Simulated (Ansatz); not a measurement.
HgSe:

```xyz
2
Lattice="0.0000 3.0390 3.0390 3.0390 0.0000 3.0390 3.0390 3.0390 0.0000" Properties=species:S:1:pos:R:3 pbc="T T T"
Hg    0.0000    0.0000    0.0000
Se    4.5585    4.5585    4.5585
```

Base run:

| Property | Result |
| --- | --- |
| Program | Ansatz 0.2.0 |
| Functional | PBE |
| Potentials or basis | all-electron LAPW, scalar-relativistic |
| Cutoff | 278 eV (chosen from the basis error) |
| Basis error allowed | 0.001 eV/atom |
| k mesh | 8 × 8 × 8 |
| Occupations | gaussian, width 0.02 eV |
| Spin | no spin polarisation |

Its results: pressure 4.7 GPa.

Task: The run is repeated on the same cell with these changes: functional from PBE to BLYP; occupations from gaussian, width 0.02 eV to fermi-dirac, width 0.05 eV. What comes out?

Result: Pressure 8.4 GPa.
